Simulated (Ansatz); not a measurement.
# CdSe: the cost of one run

Computed with Ansatz 0.2.0 (DFT PBE, scalar-relativistic, plane waves, PAW, unless a step's input says otherwise).

1 further run of the same task is left out (set aside as unsound or not needed).

### 1 Starting point

The structure is cubic, space group F-43m (No. 216). The conventional cell has a = 6.197 Å, b = 6.197 Å, c = 6.197 Å, α = 90.00°, β = 90.00°, γ = 90.00°. Cd (site symmetry -43m) is surrounded by 4 Se at 2.68 Å. Se (site symmetry -43m) is surrounded by 4 Cd at 2.68 Å.

Structure file:

```cif
data_structure
_symmetry_space_group_name_H-M 'P 1'
_symmetry_Int_Tables_number 1
_cell_length_a 4.3818
_cell_length_b 4.3818
_cell_length_c 4.3818
_cell_angle_alpha 60.000
_cell_angle_beta 60.000
_cell_angle_gamma 60.000
_cell_volume 59.49
loop_
_atom_site_label
_atom_site_type_symbol
_atom_site_fract_x
_atom_site_fract_y
_atom_site_fract_z
_atom_site_occupancy
Cd1 Cd 0.00000 0.00000 0.00000 1
Se1 Se 0.75000 0.75000 0.75000 1
```

It goes back to an entry of the Materials Project, which need not be the stable form.

This cell was relaxed beforehand with the same method: volume 29.75 Å³/atom, gap on the mesh 0.49 eV.

### 2 The zigzag chain

A free-standing chain of the crystal's atoms, periodic along c. Atoms and period relax; energies count from the bulk, -6862.3984 eV an atom.

The cell holds 1 Cd, 1 Se: a = 10.100 Å, b = 9.300 Å, c = 4.347 Å, α = 90.00°, β = 90.00°, γ = 90.00°.

### 3 The relaxation run

Pressure and volume refer to the whole cell with its vacuum; only the period along c may change.

Contents of input.yaml:

```yaml
crystal:
  lattice:
    - [10.1, 0.0, 0.0]
    - [0.0, 9.3, 0.0]
    - [0.0, 0.0, 4.3469554266]
  atoms:
    - { symbol: Cd, position: [0.4462010467, 0.5, 0.0], spin: 0.5 }
    - { symbol: Se, position: [0.5537989533, 0.5, 0.5], spin: 0.5 }
basis:
  ecutwfc: 420
kpoints:
  mp_grid: { grid: [1, 1, 15] }
hamiltonian:
  xc: pbe
scf:
  occupations: { method: gaussian, width: 0.05 }
output:
  forces: true
  stress: true
  eigenvalues: true
  populations: true
  write_density: true
  write_potential: true
  elf: true
  volumetric_format: npy
magnetization:
  spin_polarized: true
relax:
  adjacent_minimum: "off"
  f_tol: 0.01
  max_steps: 45
  cell: { fix: [a, b, alpha, beta, gamma], stress_tol: 0.03 }
```

The run is started by

```bash
$ ansatz run input.yaml --threads 2 --pin off --max-ram 5120MiB --backend cpu --events-out ev --progress --plain --runs-dir out
```

Q: Estimate wall time and peak memory on 2 threads of Arm Neoverse V1, shared host.

About 85 s, with a peak of 0.65 GiB.
